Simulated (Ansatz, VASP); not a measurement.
Two plane-wave programs on SnSe2

File POSCAR:

```
SnSe2
1.0
    3.8109987816      0.0000000000      0.0000000000
   -1.9054993908      3.3004217586      0.0000000000
    0.0000000000      0.0000000000      5.8915200000
Sn Se
1 2
Direct
    0.0000000000      0.0000000000      0.0000000000
    0.3333333333      0.6666666667      0.2500000000
    0.6666666667      0.3333333333      0.7500000000
```

INCAR.step1

```
SYSTEM = SnSe2
ALGO = Normal
EDIFF = 1E-4
ENCUT = 520
GGA = PE
ISMEAR = 0
LASPH = .True.
LCHARG = .False.
LREAL = .False.
LWAVE = .True.
NBANDS = 20
NELM = 100
PREC = Accurate
SIGMA = 0.05
```

Contents of INCAR.step2:

```
SYSTEM = SnSe2
ALGO = Normal
EDIFF = 1E-7
ENCUT = 520
ISIF = 2
ISMEAR = 0
ISTART = 1
LASPH = .True.
LCHARG = .False.
LMIXTAU = .True.
LREAL = .False.
LWAVE = .False.
METAGGA = R2SCAN
NBANDS = 20
NELM = 100
PREC = Accurate
SIGMA = 0.05
```

Contents of KPOINTS:

```
k-points
0
Gamma
  9 9 6
  0 0 0
```

Input for Ansatz:

```yaml
crystal:
  lattice:
    - [3.8109987816, 0.0, 0.0]
    - [-1.9054993908, 3.3004217586, 0.0]
    - [0.0, 0.0, 5.89152]
  atoms:
    - { symbol: Sn, position: [0.0, 0.0, 0.0] }
    - { symbol: Se, position: [0.3333333333, 0.6666666667, 0.25] }
    - { symbol: Se, position: [0.6666666667, 0.3333333333, 0.75] }
basis:
  ecutwfc: 500
kpoints:
  mp_grid: { grid: [9, 9, 6] }
hamiltonian:
  xc: r2scan
scf:
  occupations: { method: gaussian, width: 0.05 }
output:
  forces: true
  stress: true
  eigenvalues: true
```

Change from the starting cell: strain -0.0400 x Voigt [0, 0, 1, 0, 0, 0], atoms carried along.

Alike in both runs: task single point; functional r2SCAN; k mesh 9 × 9 × 6; occupations gaussian, width 0.05 eV; no spin polarisation.

```csv
,VASP,Ansatz
version,VASP 6.6.1,Ansatz 0.2.0
potentials or method,"VASP PAW PBE potentials, release 64 (Sn_d, Se)","scalar-relativistic, plane waves, PAW"
plane-wave cutoff (eV),520,500
valence electrons in the cell,26,46
```

```tsv
	VASP	Ansatz	Ansatz less VASP
gap on the k mesh at the Fermi level (eV)	0.82	0.82	+0.002
least direct gap on the mesh (eV)	1.23	1.24	+0.008
pressure (GPa)	6.9	6.8	-0.09
largest component of the traceless stress (GPa)	2.40	2.41	+0.016
rms of the force components (eV/Å)	0.516	0.508	-0.0085
```

Atom by atom the forces differ by 0.008 eV/Å (rms over components). The two sets of potentials don't hold the same shells in valence.

Caveats: the PAW data sets were made with another functional, which shifts forces and pressure a little (VASP); spin-orbit coupling is left out, which moves the levels of the heavy elements; an odd mesh through Γ misses points on the zone boundary, where band edges often lie; the cell's inner coordinates are idealised or old, which leaves forces on the atoms.
